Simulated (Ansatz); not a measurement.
# Tungsten, dhcp under revPBE: ground state and equation of state

What does revPBE give for tungsten in the dhcp structure? We relax it, solve it on a dense k-mesh, then scale the cell to 7 volumes from 88 to 112 % of the relaxed one and try a fit of the equation of state. Spin polarisation is left out. The k-meshes are 13×13×4 for the relaxation; 17×17×5 for the dense run; 15×15×4 for the volumes.

Program: Ansatz 0.2.0. Level of theory: DFT revPBE, plane waves (420 eV) with PAW, scalar-relativistic; the PAW data stem from PBE, with regenerated cores. These are calculated values, not measurements.

**1. The system as given**

It takes space group P6_3/mmc (No. 194, hexagonal). Conventional cell: a = 2.819 Å, b = 2.819 Å, c = 9.208 Å, α = 90.00°, β = 90.00°, γ = 120.00°. W (site symmetry -3m) is surrounded by 12 W at 2.82 Å. W (site symmetry -6m2) is surrounded by 12 W at 2.82 Å.

As a file:

```
CELL_PARAMETERS angstrom
2.81941 0.00000 0.00000
-1.40970 2.44168 0.00000
0.00000 0.00000 9.20818
ATOMIC_POSITIONS crystal
W 0.00000 0.00000 0.00000
W 0.00000 0.00000 0.50000
W 0.33333 0.66667 0.25000
W 0.66667 0.33333 0.75000
```

**2. Geometry optimisation**

File input.yaml:

```yaml
crystal:
  lattice:
    - [2.8194054199, 0.0, 0.0]
    - [-1.40970271, 2.4416767172, 0.0]
    - [0.0, 0.0, 9.2081781015]
  atoms:
    - { symbol: W, position: [0.0, 0.0, 0.0] }
    - { symbol: W, position: [0.0, 0.0, 0.5] }
    - { symbol: W, position: [0.3333333333, 0.6666666667, 0.25] }
    - { symbol: W, position: [0.6666666667, 0.3333333333, 0.75] }
hamiltonian:
  xc: revpbe
  pseudopotentials:
    kind: paw
    azcp:
      W: "pseudopotentials/W.paw.azcp"
basis:
  ecutwfc: 420
  fft_grid_basis: typed
kpoints:
  mp_grid: { grid: [13, 13, 4], shift: [0, 0, 0] }
magnetization:
  spin_polarized: false
scf:
  occupations: { method: fermi_dirac, width: 0.1 }
relax:
  max_steps: 60
  f_tol: 0.01
  cell: {}
```

What it wrote:

```text
Warning: RAYON_NUM_THREADS=2 ignored (pool sized by the plan → 2); use --threads N
Engine: ansatz 0.2.0, aarch64-unknown-linux-gnu
Pseudopotentials: kind: paw
Pseudopotential: W, paw, valence charge 14, recommended cutoff 420 eV (normal), <dir>
Functional definition: revPBE
  parameter kappa = 1.245
  parameter beta = 0.06672455060314922
  exchange = pbe_x(kappa = kappa, mu = beta*pi^2/3)
  correlation = pbe_c(beta = beta)
Crystal: 4 atoms, lattice volume = 63.390 Å³
Basis set: ecut = 420 eV, 1255 PW (Γ), exchange–correlation on 40×40×128 points (8 copies of the dense FFT grid, shifted against one another)
Bands: 34, of which v1, the nominal top of the filled ones, is band 28 counted from 1 (27 counted from 0)
Symmetry: 24 space group operations
Space group: P63/mmc (ITA 194), of the structure as read, at distance tolerance 4.0e-5 Å
k-points: 63 of 676
Non-local potential: W, projectors of the file, l = 0: 3, l = 1: 2, l = 2: 2, l = 3: 1
PAW form: soft (Blöchl's): semilocal exchange-correlation on the pseudo side does not see the compensation charge
PAW frozen core: W, regenerated for the run's functional, and the local potential with it (the file was generated under x = pbe(κ = 0.804, μ = 0.2195149727645171), c = pbe(β = 0.06672455060314922))
PAW one-centre angular grid: W, 590 points (default); XC on 64 Gauss nodes
Initial density: superposition of atomic densities (neutral atoms: chi_scale 0, normalization atom), corrected by the library's trained network
Initial wavefunctions: pseudopotential atomic-orbital guess
Functional: x = revpbe(κ = 1.245, μ = 0.2195149727645171), c = pbe(β = 0.06672455060314922)
SCF iter   1: F=—  HF=-41573.419942 eV  |F-HF|=—  |Δ(HF+E_count)|=         —  Δρ=6.71e-3  dr2=2.93e-2  ethr=1.77e-3  ⟨swp⟩=5.0  Hψ=8374  notcnv=0
preconditioner: auto → Kerker (q_TF=auto, 2.673 Å⁻¹)  [metal: Δε(μ)=0.011 eV  Ē_g=4.850 eV  σ=0.100 eV  W_gap=0.03  n_scr=24 (ndim 8)  ℏωp=22.8 eV  f_vac=0.000  D(μ)=5.60/eV (n_scr^D=64)]
SCF iter   2: F=—  HF=-41573.414345 eV  |F-HF|=—  |Δ(HF+E_count)|=   5.60e-3  Δρ=3.99e-3  dr2=9.96e-3  ethr=5.23e-5  ⟨swp⟩=1.0  Hψ=2660  notcnv=0
SCF iter   3: F=—  HF=-41573.411475 eV  |F-HF|=—  |Δ(HF+E_count)|=   2.87e-3  Δρ=5.70e-4  dr2=1.97e-4  ethr=1.78e-5  ⟨swp⟩=2.0  Hψ=2954  notcnv=0
SCF iter   4: F=—  HF=-41573.411429 eV  |F-HF|=—  |Δ(HF+E_count)|=   4.53e-5  Δρ=8.59e-5  dr2=3.25e-6  ethr=3.51e-7  ⟨swp⟩=2.1  Hψ=2911  notcnv=0
SCF iter   5: F=—  HF=-41573.411377 eV  |F-HF|=—  |Δ(HF+E_count)|=   5.27e-5  Δρ=2.01e-5  dr2=1.80e-7  ethr=5.81e-9  ⟨swp⟩=2.3  Hψ=3227  notcnv=0
SCF iter   6: F=-41573.411377 eV  HF=-41573.411377 eV  |F-HF|=2.18e-11  |Δ(HF+E_count)|=   6.42e-9  Δρ=2.61e-6  dr2=2.71e-9  ethr=1.79e-10  ⟨swp⟩=4.0  Hψ=6808  notcnv=0
SCF 1 converged in 6 iterations: F = -41573.411377 eV  dr2 = 2.71e-9
relax step   1: F+E_penalty+E_count = -41573.41137663 eV  Δ(F+E_penalty+E_count) = +0.000e0 eV  max|allowed force component| = 2.024e-18 eV/Å  Δτ_max = 0.0000 Å  P = +13.614 GPa  Ω = 63.390 Å³  (6 SCF iters, dr2 threshold 1.00e-7 eV, accepted)
Crystal: 4 atoms, lattice volume = 69.275 Å³
Basis set: ecut = 420 eV, 1365 PW (Γ), exchange–correlation on 40×40×128 points (8 copies of the dense FFT grid, shifted against one another)
Initial density: handed on by an earlier stage of this run
Initial wavefunctions: those handed on with the density
iter 1 solved again at ethr=4.54e-5 eV; its pass at ethr=3.10e-3 eV (dr2=2.54e-2 eV) is discarded
SCF iter   1: F=—  HF=-41573.514657 eV  |F-HF|=—  |Δ(HF+E_count)|=         —  Δρ=7.35e-3  dr2=2.60e-2  ethr=4.54e-5  ⟨swp⟩=2.3  Hψ=11644  notcnv=0
preconditioner: auto → Kerker (q_TF=auto, 2.633 Å⁻¹)  [metal: Δε(μ)=0.008 eV  Ē_g=4.440 eV  σ=0.100 eV  W_gap=0.02  n_scr=26 (ndim 8)  ℏωp=21.9 eV  f_vac=0.000  D(μ)=5.36/eV (n_scr^D=64)]
SCF iter   2: F=—  HF=-41573.510324 eV  |F-HF|=—  |Δ(HF+E_count)|=   4.33e-3  Δρ=4.20e-3  dr2=9.01e-3  ethr=4.54e-5  ⟨swp⟩=1.0  Hψ=2142  notcnv=0
SCF iter   3: F=—  HF=-41573.507966 eV  |F-HF|=—  |Δ(HF+E_count)|=   2.36e-3  Δρ=4.51e-4  dr2=1.02e-4  ethr=1.61e-5  ⟨swp⟩=2.4  Hψ=3048  notcnv=0
SCF iter   4: F=—  HF=-41573.507966 eV  |F-HF|=—  |Δ(HF+E_count)|=   1.47e-7  Δρ=6.09e-5  dr2=1.59e-6  ethr=1.83e-7  ⟨swp⟩=2.3  Hψ=3696  notcnv=0
iter 5 did not close the SCF: its close was put off for the readings that it lacked (scf_convergence_deferred on its scf_iter line)
SCF iter   5: F=-41573.507967 eV  HF=-41573.507967 eV  |F-HF|=5.75e-9  |Δ(HF+E_count)|=   8.96e-8  Δρ=1.10e-5  dr2=6.15e-8  ethr=2.83e-9  ⟨swp⟩=2.5  Hψ=3211  notcnv=0
SCF iter   6: F=-41573.507967 eV  HF=-41573.507967 eV  |F-HF|=4.58e-10  |Δ(HF+E_count)|=  5.68e-10  Δρ=2.00e-6  dr2=2.39e-9  ethr=1.10e-10  ⟨swp⟩=2.0  Hψ=6335  notcnv=0
SCF 2 converged in 6 iterations: F = -41573.507967 eV  dr2 = 2.39e-9
relax step   2: F+E_penalty+E_count = -41573.50796651 eV  Δ(F+E_penalty+E_count) = -9.659e-2 eV  max|allowed force component| = 1.272e-17 eV/Å  Δτ_max = 0.0000 Å  P = -10.791 GPa  Ω = 69.275 Å³  energy of the carried Pulay correction = -2.688e-3 eV  (6 SCF iters, dr2 threshold 4.00e-7 eV, accepted)
Crystal: 4 atoms, lattice volume = 67.089 Å³
Basis set: ecut = 420 eV, 1317 PW (Γ), exchange–correlation on 40×40×128 points (8 copies of the dense FFT grid, shifted against one another)
iter 1 solved again at ethr=1.12e-5 eV; its pass at ethr=3.10e-3 eV (dr2=6.28e-3 eV) is discarded
SCF iter   1: F=—  HF=-41573.645655 eV  |F-HF|=—  |Δ(HF+E_count)|=         —  Δρ=3.50e-3  dr2=6.55e-3  ethr=1.12e-5  ⟨swp⟩=1.8  Hψ=11348  notcnv=0
preconditioner: auto → Kerker (q_TF=auto, 2.647 Å⁻¹)  [metal: Δε(μ)=0.005 eV  Ē_g=4.599 eV  σ=0.100 eV  W_gap=0.01  n_scr=26 (ndim 8)  ℏωp=22.2 eV  f_vac=0.000  D(μ)=4.75/eV (n_scr^D=52)]
SCF iter   2: F=—  HF=-41573.644421 eV  |F-HF|=—  |Δ(HF+E_count)|=   1.23e-3  Δρ=2.01e-3  dr2=2.25e-3  ethr=1.12e-5  ⟨swp⟩=1.0  Hψ=2142  notcnv=0
SCF iter   3: F=—  HF=-41573.643792 eV  |F-HF|=—  |Δ(HF+E_count)|=   6.29e-4  Δρ=2.21e-4  dr2=1.86e-5  ethr=4.02e-6  ⟨swp⟩=2.2  Hψ=2766  notcnv=0
SCF iter   4: F=—  HF=-41573.643801 eV  |F-HF|=—  |Δ(HF+E_count)|=   8.35e-6  Δρ=3.17e-5  dr2=2.91e-7  ethr=3.32e-8  ⟨swp⟩=2.5  Hψ=3794  notcnv=0
iter 5 did not close the SCF: its close was put off for the readings that it lacked (scf_convergence_deferred on its scf_iter line)
SCF iter   5: F=-41573.643801 eV  HF=-41573.643801 eV  |F-HF|=1.44e-9  |Δ(HF+E_count)|=   8.50e-8  Δρ=4.73e-6  dr2=8.81e-9  ethr=5.19e-10  ⟨swp⟩=1.9  Hψ=2929  notcnv=0
SCF iter   6: F=-41573.643801 eV  HF=-41573.643801 eV  |F-HF|=8.73e-11  |Δ(HF+E_count)|=   1.97e-9  Δρ=8.83e-7  dr2=4.57e-10  ethr=1.57e-11  ⟨swp⟩=1.2  Hψ=5399  notcnv=0
SCF 3 converged in 6 iterations: F = -41573.643801 eV  dr2 = 4.57e-10
relax step   3: F+E_penalty+E_count = -41573.64380070 eV  Δ(F+E_penalty+E_count) = -1.358e-1 eV  max|allowed force component| = 4.163e-17 eV/Å  Δτ_max = 0.0000 Å  P = -2.740 GPa  Ω = 67.089 Å³  energy of the carried Pulay correction = -1.714e-3 eV  (6 SCF iters, dr2 threshold 4.00e-7 eV, accepted)
Crystal: 4 atoms, lattice volume = 66.036 Å³
Basis set: ecut = 420 eV, 1305 PW (Γ), exchange–correlation on 40×40×128 points (8 copies of the dense FFT grid, shifted against one another)
iter 1 solved again at ethr=5.47e-5 eV; its pass at ethr=3.10e-3 eV (dr2=3.06e-2 eV) is discarded
SCF iter   1: F=—  HF=-41573.701539 eV  |F-HF|=—  |Δ(HF+E_count)|=         —  Δρ=7.36e-3  dr2=3.22e-2  ethr=5.47e-5  ⟨swp⟩=1.2  Hψ=10976  notcnv=0
preconditioner: auto → Kerker (q_TF=auto, 2.654 Å⁻¹)  [metal: Δε(μ)=0.008 eV  Ē_g=4.703 eV  σ=0.100 eV  W_gap=0.02  n_scr=14 (ndim 8)  ℏωp=22.4 eV  f_vac=0.000  D(μ)=3.95/eV (n_scr^D=52)]
SCF iter   2: F=—  HF=-41573.694236 eV  |F-HF|=—  |Δ(HF+E_count)|=   7.30e-3  Δρ=4.21e-3  dr2=1.12e-2  ethr=5.47e-5  ⟨swp⟩=1.0  Hψ=2142  notcnv=0
SCF iter   3: F=—  HF=-41573.690465 eV  |F-HF|=—  |Δ(HF+E_count)|=   3.77e-3  Δρ=4.74e-4  dr2=7.54e-5  ethr=1.99e-5  ⟨swp⟩=2.3  Hψ=2877  notcnv=0
SCF iter   4: F=—  HF=-41573.690557 eV  |F-HF|=—  |Δ(HF+E_count)|=   9.18e-5  Δρ=5.39e-5  dr2=9.46e-7  ethr=1.35e-7  ⟨swp⟩=2.8  Hψ=4282  notcnv=0
iter 5 did not close the SCF: its close was put off for the readings that it lacked (scf_convergence_deferred on its scf_iter line)
SCF iter   5: F=-41573.690557 eV  HF=-41573.690557 eV  |F-HF|=1.13e-8  |Δ(HF+E_count)|=   3.01e-7  Δρ=9.44e-6  dr2=2.56e-8  ethr=1.69e-9  ⟨swp⟩=2.0  Hψ=2736  notcnv=0
SCF iter   6: F=-41573.690557 eV  HF=-41573.690557 eV  |F-HF|=5.09e-11  |Δ(HF+E_count)|=   1.29e-8  Δρ=1.38e-6  dr2=9.41e-10  ethr=4.58e-11  ⟨swp⟩=1.3  Hψ=5587  notcnv=0
SCF 4 converged in 6 iterations: F = -41573.690557 eV  dr2 = 9.41e-10
relax step   4: F+E_penalty+E_count = -41573.69055747 eV  Δ(F+E_penalty+E_count) = -4.676e-2 eV  max|allowed force component| = 3.585e-17 eV/Å  Δτ_max = 0.0000 Å  P = +2.410 GPa  Ω = 66.036 Å³  energy of the carried Pulay correction = -1.228e-3 eV  (6 SCF iters, dr2 threshold 4.00e-7 eV, accepted)
Crystal: 4 atoms, lattice volume = 66.523 Å³
iter 1 solved again at ethr=2.44e-7 eV; its pass at ethr=3.10e-3 eV (dr2=1.37e-4 eV) is discarded
SCF iter   1: F=—  HF=-41573.694324 eV  |F-HF|=—  |Δ(HF+E_count)|=         —  Δρ=4.49e-4  dr2=1.18e-4  ethr=2.44e-7  ⟨swp⟩=3.1  Hψ=11333  notcnv=0
preconditioner: auto → Kerker (q_TF=auto, 2.651 Å⁻¹)  [metal: Δε(μ)=0.031 eV  Ē_g=4.664 eV  σ=0.100 eV  W_gap=0.08  n_scr=14 (ndim 8)  ℏωp=22.3 eV  f_vac=0.000  D(μ)=4.04/eV (n_scr^D=52)]
SCF iter   2: F=—  HF=-41573.694394 eV  |F-HF|=—  |Δ(HF+E_count)|=   7.05e-5  Δρ=2.62e-4  dr2=4.11e-5  ethr=2.10e-7  ⟨swp⟩=1.0  Hψ=2142  notcnv=0
SCF iter   3: F=—  HF=-41573.694384 eV  |F-HF|=—  |Δ(HF+E_count)|=   1.01e-5  Δρ=3.17e-5  dr2=4.93e-7  ethr=7.34e-8  ⟨swp⟩=2.2  Hψ=2991  notcnv=0
iter 4 did not close the SCF: its close was put off for the readings that it lacked (scf_convergence_deferred on its scf_iter line)
SCF iter   4: F=-41573.694384 eV  HF=-41573.694384 eV  |F-HF|=7.28e-11  |Δ(HF+E_count)|=   8.18e-8  Δρ=5.02e-6  dr2=8.70e-9  ethr=8.81e-10  ⟨swp⟩=2.5  Hψ=3847  notcnv=0
iter 5 did not close the SCF: its close was put off for the readings that it lacked (scf_convergence_deferred on its scf_iter line)
SCF iter   5: F=-41573.694384 eV  HF=-41573.694384 eV  |F-HF|=2.91e-11  |Δ(HF+E_count)|=  8.44e-10  Δρ=8.93e-7  dr2=4.11e-10  ethr=1.55e-11  ⟨swp⟩=2.6  Hψ=3297  notcnv=0
SCF iter   6: F=-41573.694384 eV  HF=-41573.694384 eV  |F-HF|=0.00e0  |Δ(HF+E_count)|=  7.28e-12  Δρ=1.80e-7  dr2=1.69e-11  ethr=1.00e-12  ⟨swp⟩=1.0  Hψ=4613  notcnv=0
SCF 5 converged in 6 iterations: F = -41573.694384 eV  dr2 = 1.69e-11
relax step   5: F+E_penalty+E_count = -41573.69438428 eV  Δ(F+E_penalty+E_count) = -3.827e-3 eV  max|allowed force component| = 3.354e-17 eV/Å  Δτ_max = 0.0000 Å  P = +0.288 GPa  Ω = 66.523 Å³  energy of the carried Pulay correction = -1.451e-3 eV  (6 SCF iters, dr2 threshold 4.00e-7 eV, accepted)
Crystal: 4 atoms, lattice volume = 66.606 Å³
iter 1 solved again at ethr=8.29e-8 eV; its pass at ethr=3.10e-3 eV (dr2=4.64e-5 eV) is discarded
SCF iter   1: F=—  HF=-41573.694478 eV  |F-HF|=—  |Δ(HF+E_count)|=         —  Δρ=3.58e-4  dr2=7.69e-5  ethr=8.29e-8  ⟨swp⟩=3.1  Hψ=10640  notcnv=0
preconditioner: auto → Kerker (q_TF=auto, 2.651 Å⁻¹)  [metal: Δε(μ)=0.023 eV  Ē_g=4.659 eV  σ=0.100 eV  W_gap=0.06  n_scr=14 (ndim 8)  ℏωp=22.3 eV  f_vac=0.000  D(μ)=4.01/eV (n_scr^D=52)]
SCF iter   2: F=—  HF=-41573.694555 eV  |F-HF|=—  |Δ(HF+E_count)|=   7.72e-5  Δρ=2.00e-4  dr2=2.53e-5  ethr=8.29e-8  ⟨swp⟩=1.1  Hψ=2152  notcnv=0
iter 3 did not close the SCF: its close was put off for the readings that it lacked (scf_convergence_deferred on its scf_iter line)
SCF iter   3: F=-41573.694546 eV  HF=-41573.694546 eV  |F-HF|=7.95e-8  |Δ(HF+E_count)|=   8.97e-6  Δρ=2.29e-5  dr2=2.65e-7  ethr=4.52e-8  ⟨swp⟩=2.3  Hψ=2809  notcnv=0
iter 4 did not close the SCF: its close was put off for the readings that it lacked (scf_convergence_deferred on its scf_iter line)
SCF iter   4: F=-41573.694546 eV  HF=-41573.694546 eV  |F-HF|=9.46e-11  |Δ(HF+E_count)|=   6.33e-8  Δρ=3.57e-6  dr2=3.30e-9  ethr=4.73e-10  ⟨swp⟩=2.4  Hψ=3527  notcnv=0
iter 5 did not close the SCF: its close was put off for the readings that it lacked (scf_convergence_deferred on its scf_iter line)
SCF iter   5: F=-41573.694546 eV  HF=-41573.694546 eV  |F-HF|=7.28e-12  |Δ(HF+E_count)|=  7.28e-11  Δρ=4.47e-7  dr2=6.47e-11  ethr=5.89e-12  ⟨swp⟩=2.2  Hψ=3244  notcnv=0
SCF iter   6: F=-41573.694546 eV  HF=-41573.694546 eV  |F-HF|=0.00e0  |Δ(HF+E_count)|=  1.46e-11  Δρ=7.00e-8  dr2=1.31e-12  ethr=1.00e-12  ⟨swp⟩=1.0  Hψ=4539  notcnv=0
SCF 6 converged in 6 iterations: F = -41573.694546 eV  dr2 = 1.31e-12
relax step   6: F+E_penalty+E_count = -41573.69454591 eV  Δ(F+E_penalty+E_count) = -1.616e-4 eV  max|allowed force component| = 1.735e-17 eV/Å  Δτ_max = 0.0000 Å  P = +0.002 GPa  Ω = 66.606 Å³  energy of the carried Pulay correction = -1.489e-3 eV  (6 SCF iters, dr2 threshold 4.00e-7 eV, accepted)
Basis set: ecut = 420 eV, 1317 PW (Γ), exchange–correlation on 40×40×144 points (8 copies of the dense FFT grid, shifted against one another)
Initial wavefunctions: pseudopotential atomic-orbital guess (no wavefunctions were taken with the density)
iter 1 solved again at ethr=1.07e-8 eV; its pass at ethr=3.10e-3 eV (dr2=6.02e-6 eV) is discarded
SCF iter   1: F=—  HF=-41573.696097 eV  |F-HF|=—  |Δ(HF+E_count)|=         —  Δρ=2.85e-4  dr2=3.71e-6  ethr=1.07e-8  ⟨swp⟩=3.5  Hψ=14716  notcnv=0
preconditioner: auto → Kerker (q_TF=auto, 2.651 Å⁻¹)  [metal: Δε(μ)=0.024 eV  Ē_g=4.658 eV  σ=0.100 eV  W_gap=0.06  n_scr=14 (ndim 8)  ℏωp=22.3 eV  f_vac=0.000  D(μ)=4.01/eV (n_scr^D=52)]
SCF iter   2: F=—  HF=-41573.696150 eV  |F-HF|=—  |Δ(HF+E_count)|=   5.27e-5  Δρ=1.48e-4  dr2=1.02e-6  ethr=6.62e-9  ⟨swp⟩=1.0  Hψ=2142  notcnv=0
SCF iter   3: F=—  HF=-41573.696165 eV  |F-HF|=—  |Δ(HF+E_count)|=   1.52e-5  Δρ=5.27e-6  dr2=5.38e-9  ethr=1.82e-9  ⟨swp⟩=2.1  Hψ=3531  notcnv=0
SCF iter   4: F=—  HF=-41573.696165 eV  |F-HF|=—  |Δ(HF+E_count)|=   2.87e-9  Δρ=6.61e-7  dr2=1.75e-10  ethr=9.60e-12  ⟨swp⟩=2.7  Hψ=4101  notcnv=0
iter 5 did not close the SCF: its close was put off for the readings that it lacked (scf_convergence_deferred on its scf_iter line)
SCF iter   5: F=-41573.696165 eV  HF=-41573.696165 eV  |F-HF|=2.18e-11  |Δ(HF+E_count)|=  5.09e-11  Δρ=8.96e-8  dr2=3.52e-12  ethr=1.00e-12  ⟨swp⟩=1.0  Hψ=2142  notcnv=0
SCF iter   6: F=-41573.696165 eV  HF=-41573.696165 eV  |F-HF|=0.00e0  |Δ(HF+E_count)|=  2.18e-11  Δρ=1.68e-8  dr2=1.15e-13  ethr=1.00e-12  ⟨swp⟩=2.9  Hψ=6580  notcnv=0
SCF 7 converged in 6 iterations: F = -41573.696165 eV  dr2 = 1.15e-13
relax step   7: F+E_penalty+E_count = -41573.69616523 eV  Δ(F+E_penalty+E_count) = -1.619e-3 eV  max|allowed force component| = 1.735e-17 eV/Å  Δτ_max = 0.0000 Å  P = -0.002 GPa  Ω = 66.606 Å³  stress off target by 1.28e-2 GPa  SCF on the basis re-selected at this cell (its energy is not comparable with the rows above)  (6 SCF iters)
basis re-selected at this cell: Δ(F+E_penalty+E_count) = -1.619e-3 eV, ΔP = -0.004 GPa vs the last step (what re-selecting the basis moved, of the pressure what is left beyond the Pulay correction that the steps carried, after the strain that the cell walked since its last selection, with what the two solves' SCF thresholds leave and, on support functions, any second-order correction that the steps lacked; it is no measure of the basis error at this ecutwfc). The dense FFT grid was sized anew with the basis: this SCF ran on 20×20×72 points, the steps before it on 20×20×64, so part of this shift can come from that change (see relax.cell in the input reference). This SCF's stress stands 1.28e-2 GPa from its target on what of the cell is left free (relax.cell.stress_tol is 5.00e-2 GPa) and its largest allowed force component is 1.73e-17 eV/Å (relax.f_tol is 1.00e-2 eV/Å): within both
SCF converged after 6 iterations
Free energy (F): -41573.696165 eV
Harris-Foulkes:  -41573.696165 eV  (|F-HF|=0.00e0)
Internal energy: -41573.563393 eV  (E = F + TS)
E sigma→0 (E₀):  -41573.629779 eV
Entropy (-TS):   -0.132772 eV (-33.193 meV/atom)
Fermi energy:    21.099740 eV
--- Per-component energies (eV) ---
  E_band       = -384.576138
  E_kinetic    = 1794.806346
  E_local      = -2546.540234  (includes V_loc(G=0)·N_el)
  E_nonlocal   = 0.593395
  E_hartree    = 907.530560
  E_xc         = -1066.184048
  E_vxc        = -951.492752  (∫ρ·V_xc dr)
  E_paw        = -34284.994023  (= ΣΔE_a)
  E_vpaw       = -497.003772  (= ΣTr[D̂ρ^β])
  E_aug_tail   = -0.000243  (compensation charges beyond the density's cutoff)
  E_ewald      = -6378.725133
  E_core_change = -0.050013  (= ΣΔE_core)
  E_smearing   = -0.132772  (= −TS)
  E_closure    = 0.000000  (closes the sum)
  Σ components = -41573.696165   (vs F -41573.696165, Δ=0.00e0)
--- Forces (eV/Å), atoms counted from 1 ---
  atom   1  W      0.00000000    -0.00000000    -0.00000000
  atom   2  W      0.00000000     0.00000000     0.00000000
  atom   3  W      0.00000000     0.00000000     0.00000000
  atom   4  W      0.00000000    -0.00000000     0.00000000
  max |Σ_I F_I| component: 4.63e-18 eV/Å
--- Stress (GPa, compression-positive) ---
       -0.009412       0.000000       0.000000
        0.000000      -0.009412      -0.000000
        0.000000      -0.000000       0.012822
  P = ⅓ Tr σ = -0.0020 GPa (-0.020 kbar)
--- Relaxed structure (6 steps of the walk, 6 accepted, 1 SCFs on fresh bases) ---
  F+E_penalty+E_count = -41573.69616523 eV   max|allowed force component| = 1.735e-17 eV/Å   (the final SCF, on the basis selected at the relaxed cell)
  cell:  # Å, volume = 66.6059 Å³
    - [2.7937615910230513, 2.8604873486740517e-11, 0.0]
    - [-1.3968807955362983, 2.4194685099288913, 0.0]
    - [0.0, 0.0, 9.853794045750858]
  atoms:
    - { symbol: W, position: [4.3185022046701645e-35, -3.286556343178944e-36, 4.3573810221515313e-36] }
    - { symbol: W, position: [-7.52721308205111e-35, -2.957900708312553e-35, 0.4999999999999999] }
    - { symbol: W, position: [0.33333333333333337, 0.6666666666666667, 0.24999999999999994] }
    - { symbol: W, position: [0.6666666666666666, 0.3333333333333333, 0.7499999999999999] }
```

It took 17 s on 2 threads of Arm Neoverse V2, shared host; peak memory 0.4 GiB.

Step by step:

| step | energy change (meV/atom) | largest force (eV/Å) | pressure (GPa) | volume (Å³/atom) |
| --- | --- | --- | --- | --- |
| 1 | 0.00 | 0.0000 | 13.61 | 15.847 |
| 2 | -24.15 | 0.0000 | -10.79 | 17.319 |
| 3 | -58.11 | 0.0000 | -2.74 | 16.772 |
| 4 | -69.80 | 0.0000 | 2.41 | 16.509 |
| 5 | -70.75 | 0.0000 | 0.29 | 16.631 |
| 6 | -70.79 | 0.0000 | 0.00 | 16.651 |
| 7 | -71.20 | 0.0000 | 0.00 | 16.651 |

Steps that repeat a cell are solved on a basis chosen anew, so their changes of energy are no gain of the relaxation.

The cell of the run, before and after:

|  | before | after | change |
| --- | --- | --- | --- |
| a (Å) | 2.819 | 2.794 | -0.9 % |
| b (Å) | 2.819 | 2.794 | -0.9 % |
| c (Å) | 9.208 | 9.854 | +7.0 % |
| volume (Å³/atom) | 15.847 | 16.651 | +5.1 % |
| shortest distance (Å) | 2.819 | 2.794 | -0.9 % |
| space group (spins left aside) | P6_3/mmc | P6_3/mmc | same |

**3. The energy on a finer k-mesh**

File input.yaml:

```yaml
crystal:
  lattice:
    - [2.793761591, 0.0, 0.0]
    - [-1.3968807955, 2.4194685099, 0.0]
    - [0.0, 0.0, 9.8537940458]
  atoms:
    - { symbol: W, position: [0.0, 1.0, 0.0] }
    - { symbol: W, position: [1.0, 1.0, 0.5] }
    - { symbol: W, position: [0.3333333333, 0.6666666667, 0.25] }
    - { symbol: W, position: [0.6666666667, 0.3333333333, 0.75] }
hamiltonian:
  xc: revpbe
  pseudopotentials:
    kind: paw
    azcp:
      W: "pseudopotentials/W.paw.azcp"
basis:
  ecutwfc: 420
  fft_grid_basis: typed
kpoints:
  mp_grid: { grid: [17, 17, 5], shift: [0, 0, 0] }
magnetization:
  spin_polarized: false
scf:
  occupations: { method: fermi_dirac, width: 0.1 }
```

What it wrote, cut to the lines that bear on the results:

```text
Warning: RAYON_NUM_THREADS=2 ignored (pool sized by the plan → 2); use --threads N
[...]
[... 3 set-up lines as earlier in the session ...]
[...]
Crystal: 4 atoms, lattice volume = 66.606 Å³
Basis set: ecut = 420 eV, 1317 PW (Γ)
Bands: 34, of which v1, the nominal top of the filled ones, is band 28 counted from 1 (27 counted from 0)
[... 1 set-up line as earlier in the session ...]
Space group: P63/mmc (ITA 194), of the structure as read, at distance tolerance 4.1e-5 Å
k-points: 99 of 1445
[...]
SCF iter   1: F=—  HF=-41573.699980 eV  |F-HF|=—  |Δ(HF+E_count)|=         —  Δρ=5.80e-3  dr2=2.19e-2  ethr=1.77e-3  ⟨swp⟩=4.8  Hψ=13184  notcnv=0
[...]
SCF iter   6: F=-41573.695097 eV  HF=-41573.695097 eV  |F-HF|=1.46e-11  |Δ(HF+E_count)|=   1.29e-8  Δρ=2.48e-6  dr2=2.80e-9  ethr=1.79e-10  ⟨swp⟩=2.0  Hψ=6549  notcnv=0
[...]
SCF converged after 6 iterations
Free energy (F): -41573.695097 eV
[...]
E sigma→0 (E₀):  -41573.627994 eV
Entropy (-TS):   -0.134206 eV (-33.551 meV/atom)
Fermi energy:    21.098294 eV
[...]
```

It took 3.2 s on 2 threads of Arm Neoverse V2, shared host; peak memory 0.41 GiB.

[end of part 1 of 2]
